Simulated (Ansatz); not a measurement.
The cell is COD entry 9012501, as deposited and not checked against the literature; nothing was relaxed. The listed cell was then made from it by scaling, straining or moving an atom.

Se: DFT, LDA, all-electron LAPW, scalar-relativistic (Ansatz 0.2.0). What sets it apart from a plain run of this crystal: zz strain of +1 %.

Command: `ansatz run input.yaml --threads 1 --pin off --max-ram 4096MiB --backend cpu --events-out ev --progress --plain --runs-dir out` The run took 83 s on 1 thread of Arm Neoverse V1 (shared host), peak memory 0.38 GiB.

```yaml
crystal:
  lattice:
    - [4.3661999489, 0.0, 0.0]
    - [-2.1830999745, 3.7812400738, 0.0]
    - [0.0, 0.0, 5.003136]
  atoms:
    - { symbol: Se, position: [0.2254, 0.0, 0.3333333333] }
    - { symbol: Se, position: [0.0, 0.2254, 0.6666666667] }
    - { symbol: Se, position: [0.7746, 0.7746, 0.0] }
kpoints:
  mp_grid: { grid: [6, 6, 5] }
  band_path:
    path:
      - [0.0, 0.0, 0.0]
      - [0.5, 0.0, 0.0]
      - [0.3333333333, 0.3333333333, 0.0]
      - [0.0, 0.0, 0.0]
      - [0.0, 0.0, 0.5]
      - [0.5, 0.0, 0.5]
      - [0.3333333333, 0.3333333333, 0.5]
      - [0.0, 0.0, 0.5]
      - [0.5, 0.0, 0.5]
    npoints: 5
scf:
  occupations: { method: fermi_dirac, width: 0.03 }
hamiltonian:
  xc: lda
  pseudopotentials: { kind: all_electron, lapw: { basis_error: 0.0005 } }
output:
  forces: true
  stress: true
  eigenvalues: true
```

Output (standing set-up lines are left out):

```
LAPW: plane waves up to 9.576 Å⁻¹, error target 5.0e-4 eV per atom; small_component_spin mean_spin; Se in spheres of 1.192 Å, 24 of its electrons in bands, Dirac shells []
Crystal: 3 atoms, lattice volume = 82.600 Å³
Basis set: ecut = 349.37082291160954 eV, 1215 PW (Γ), exchange–correlation at level 2
Space group: P3121 (ITA 152), of the structure as read, at distance tolerance 4.4e-5 Å
iter 1 solved again at ethr=3.17e-4 eV; its pass at ethr=1.00e-1 eV (dr2=2.28e-1 eV) is discarded
SCF iter   1: F=—  HF=-198119.853504 eV  |F-HF|=—  |Δ(HF+E_count)|=         —  Δρ=2.01e-2  dr2=2.27e-1  ethr=3.17e-4  ⟨swp⟩=2.9  Hψ=7351  notcnv=0
preconditioner: auto → Resta (q_TF=auto, 2.667 Å⁻¹)  ε∞=3.0  [insulator: Δε(μ)=1.342 eV  Ē_g=12.159 eV  σ=0.030 eV  W_gap=1.00  n_scr=22 (ndim 8)  ℏωp=17.3 eV  f_vac=0.184  D(μ)=0.00/eV (n_scr^D=0)  ε∞_Penn≈3.0]
SCF iter   2: F=—  HF=-198119.764009 eV  |F-HF|=—  |Δ(HF+E_count)|=   8.95e-2  Δρ=1.09e-2  dr2=7.19e-2  ethr=3.15e-4  ⟨swp⟩=2.0  Hψ=3606  notcnv=0
iter 3 solved again at ethr=3.06e-6 eV; its pass at ethr=9.98e-5 eV (dr2=2.20e-3 eV) is discarded
SCF iter   3: F=—  HF=-198119.740100 eV  |F-HF|=—  |Δ(HF+E_count)|=   2.39e-2  Δρ=1.77e-3  dr2=2.20e-3  ethr=3.06e-6  ⟨swp⟩=2.0  Hψ=6008  notcnv=0
SCF iter   4: F=—  HF=-198119.741841 eV  |F-HF|=—  |Δ(HF+E_count)|=         —  Δρ=5.14e-4  dr2=2.48e-4  ethr=3.05e-6  ⟨swp⟩=2.0  Hψ=3390  notcnv=0
the basis was enlarged: its passes take 408.5 KiB over the memory plan, 1 of 1 planned eigensolver slots
SCF iter   5: F=—  HF=-198119.741555 eV  |F-HF|=—  |Δ(HF+E_count)|=   2.86e-4  Δρ=1.60e-4  dr2=2.61e-5  ethr=3.45e-7  ⟨swp⟩=2.0  Hψ=3391  notcnv=0
SCF iter   6: F=—  HF=-198119.741555 eV  |F-HF|=—  |Δ(HF+E_count)|=   2.29e-7  Δρ=4.61e-5  dr2=2.50e-6  ethr=3.62e-8  ⟨swp⟩=2.0  Hψ=3390  notcnv=0
SCF iter   7: F=—  HF=-198119.741554 eV  |F-HF|=—  |Δ(HF+E_count)|=   1.21e-6  Δρ=2.34e-5  dr2=5.40e-7  ethr=3.47e-9  ⟨swp⟩=2.0  Hψ=3390  notcnv=0
SCF iter   8: F=-198119.741554 eV  HF=-198119.741554 eV  |F-HF|=5.01e-9  |Δ(HF+E_count)|=   2.75e-7  Δρ=4.97e-6  dr2=2.88e-8  ethr=7.50e-10  ⟨swp⟩=2.7  Hψ=3425  notcnv=0
SCF 1 converged in 8 iterations: F = -198119.741554 eV  dr2 = 2.88e-8
NSCF: frozen V_eff on 41 k-points
SCF converged after 8 iterations
Free energy (F): -198119.741554 eV
Harris-Foulkes:  -198119.741554 eV  (|F-HF|=5.01e-9)
Internal energy: -198119.741554 eV  (E = F + TS)
E sigma→0 (E₀):  -198119.741554 eV
Fermi energy:    7.505016 eV
--- Per-component energies (eV) ---
  E_band       = -4955.619602
  E_kinetic    = 202740.520736
  E_xc         = -6922.926499
  E_electrostatic = -393937.335790  (all electrons and nuclei)
  E_smearing   = -0.000000  (= −TS)
  E_closure    = 0.000000  (closes the sum)
  E_atoms      = -198107.404742  (free atoms, spherical and without spin; not in F)
  Σ components = -198119.741554   (vs F -198119.741554, Δ=0.00e0)
  Basis errors (estimates in eV, not in F): energy 2.4e-4 per atom: plane waves 2.3e-4 (1.3e-4 summed), levels above the bands 1.0e-119, relativity 4.3e-9, radial functions 1.9e-5, core shells 2.0e-9; eigenvalues (radial functions only) 2.2e-7; not estimated: angular momenta, meshes, grids; target (lapw.basis_error) 5.0e-4; muffin-tin radii Se 1.192 Å
--- Forces (eV/Å), atoms counted from 1 ---
  atom   1  Se     0.10072567     0.00000000     0.00000000
  atom   2  Se    -0.05036284     0.08723099     0.00000000
  atom   3  Se    -0.05036284    -0.08723099    -0.00000000
  max |Σ_I F_I| component: 1.39e-17 eV/Å
--- Stress (GPa, compression-positive) ---
       -2.200315      -0.000000       0.000000
       -0.000000      -2.200315       0.000000
        0.000000       0.000000      -1.624985
  P = ⅓ Tr σ = -2.0085 GPa (-20.085 kbar)
--- Band table (eV; the first three rows and the last of 27) ---
  k-point 0: bands = ["-200.4307", "-200.4304", "-200.4304", "-140.5708", "-140.5708", "-140.5683", "-140.5170", "-140.5154", "-140.5154", "-140.3124", "-140.3124", "-140.3123", "-41.3730", "-41.3730", "-41.3365", "-41.3302", "-41.3302", "-41.2855", "-41.1782", "-41.1734", "-41.1734", "-41.1340", "-41.1340", "-41.1309", "-41.1098", "-41.0846", "-41.0846", "-8.8032", "-4.7922", "-4.7922", "3.1809", "3.1809", "3.2850", "5.0035", "5.0035", "6.6023", "8.7399", "8.7399", "9.0953", "12.8331", "13.3299", "13.3299", "15.3544", "15.5193"]
  k-point 1: bands = ["-200.4307", "-200.4305", "-200.4303", "-140.5713", "-140.5701", "-140.5684", "-140.5169", "-140.5158", "-140.5151", "-140.3124", "-140.3124", "-140.3123", "-41.3840", "-41.3596", "-41.3374", "-41.3342", "-41.3239", "-41.2899", "-41.1780", "-41.1753", "-41.1716", "-41.1351", "-41.1328", "-41.1310", "-41.1077", "-41.0894", "-41.0815", "-8.6185", "-6.0703", "-3.5680", "2.7092", "3.3861", "3.4820", "5.0472", "5.3239", "6.3199", "8.4359", "8.4950", "8.7404", "13.7190", "13.7210", "13.8157", "14.2634", "15.1813"]
  k-point 2: bands = ["-200.4306", "-200.4306", "-200.4303", "-140.5715", "-140.5695", "-140.5689", "-140.5166", "-140.5162", "-140.5150", "-140.3124", "-140.3124", "-140.3124", "-41.3901", "-41.3479", "-41.3408", "-41.3362", "-41.3139", "-41.3010", "-41.1776", "-41.1767", "-41.1704", "-41.1358", "-41.1319", "-41.1313", "-41.1022", "-41.0956", "-41.0800", "-8.0742", "-7.2031", "-2.7374", "2.2547", "3.5961", "3.6564", "5.2897", "5.7330", "5.7819", "8.0827", "8.2128", "8.2404", "13.2353", "13.9794", "14.5358", "15.2351", "15.3100"]
  k-point 26: bands = ["-200.4306", "-200.4306", "-200.4303", "-140.5715", "-140.5695", "-140.5689", "-140.5166", "-140.5162", "-140.5150", "-140.3124", "-140.3124", "-140.3124", "-41.3901", "-41.3476", "-41.3406", "-41.3361", "-41.3139", "-41.3010", "-41.1777", "-41.1767", "-41.1702", "-41.1362", "-41.1318", "-41.1310", "-41.1034", "-41.0963", "-41.0785", "-7.6016", "-6.8612", "-3.7964", "1.3889", "1.8123", "2.4375", "5.5875", "6.4148", "6.8512", "8.1878", "9.6276", "9.7678", "13.4595", "14.7331", "15.1757", "15.3303", "17.2587"]
```
